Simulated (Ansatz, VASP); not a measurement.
**Nb in VASP and in Ansatz**

```xyz
1
Lattice="0.0000 2.1428 2.1428 2.1428 0.0000 2.1428 2.1428 2.1428 0.0000" Properties=species:S:1:pos:R:3 pbc="T T T"
Nb    0.0000    0.0000    0.0000
```

Change from the starting cell: volume scaled by 1.04, crystal datasets.

Alike in both runs: task electric field gradients; functional PBE; k mesh 13 × 13 × 13; occupations fermi-dirac, width 0.08 eV; no spin polarisation.

```csv
,VASP,Ansatz
version,VASP 6.6.1,Ansatz 0.2.0
potentials or method,"VASP PAW PBE potentials, release 64 (Nb_sv), cutoff 520 eV","all-electron PAW with datasets made for the crystal, scalar-relativistic"
```

Ansatz gave:

```
pressure (GPa)                                                 : -7.0
Vzz of the field gradient on the site that differs most (V/Å²) : 0.0
```

**Question.** Which values does VASP return?

**Answer.** Pressure (GPa): -7.2; Vzz of the field gradient on the site that differs most (V/Å²): 0.0.

Ansatz ran all-electron here, so the differences hold the error of VASP's frozen core and of both bases. Ansatz warned: «gradients_without_spin_orbit».
